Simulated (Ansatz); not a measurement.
Structure: CdGeAs2, ordered on the zincblende lattice (P-4m2) with 4 atoms a cell, at its r2SCAN minimum. The symmetry is P-4m2 (No. 115, tetragonal); a = 4.076 Å, c = 6.118 Å in the conventional setting, 25.42 Å³ an atom. Around Cd lie 4 As at 2.61 Å; around As lie 2 Ge at 2.49 Å and 2 Cd at 2.61 Å; around Ge lie 4 As at 2.49 Å.

```xyz
4
Lattice="4.0764 0.0000 0.0000 0.0000 4.0764 0.0000 0.0000 0.0000 6.1183" Properties=species:S:1:pos:R:3 pbc="T T T"
Cd    0.0000    0.0000    0.0000
As    0.0000    2.0382    1.6350
Ge    2.0382    2.0382    3.0592
As    2.0382    0.0000    4.4833
```

The questions ask for values computed with Ansatz on this geometry. All values are calculated for a non-magnetic cell, which may be hypothetical.

Given (6×6×4 mesh): r2SCAN gives no gap: the lowest nominally empty band dips 0.31 eV below the top of the last filled one (its bottom at R, the top at Γ), so the cell is a metal or semimetal at this level.

(1) What does LDA give for the gap (6×6×4 mesh)?

(2) Estimate the gap with PBE on 6×6×4.

(3) What does PBE+SOC give for the gap (6×6×4 mesh)?

(4) Roughly how does the cost of the LDA run (6×6×4) compare with r2SCAN's (6×6×4)?

Results:

(1) LDA gives no gap: the lowest nominally empty band dips 0.47 eV below the top of the last filled one (its bottom at R–A (0.10 of the way from R), the top at Γ), so the cell is a metal or semimetal at this level.

(2) PBE gives no gap: the lowest nominally empty band dips 0.45 eV below the top of the last filled one (its bottom at R–A (0.10 of the way from R), the top at Γ), so the cell is a metal or semimetal at this level.

(3) With PBE+SOC the bands overlap by 0.39 eV (counted from 1, band 64 peaks at Γ and band 65 bottoms out at R–A (0.10 of the way from R)): no gap. Spin-orbit coupling itself accounts for +0.06 eV.

(4) About 0.5 times as much (6 core-seconds against 12 core-seconds, on a shared machine).

Only the levels marked +SOC include spin-orbit coupling.

Where an edge lies off the special points, it is a point of the mesh or the k point where a search put PBE's edge or least direct gap, reused for the other functionals, whose own edges may lie a little apart.
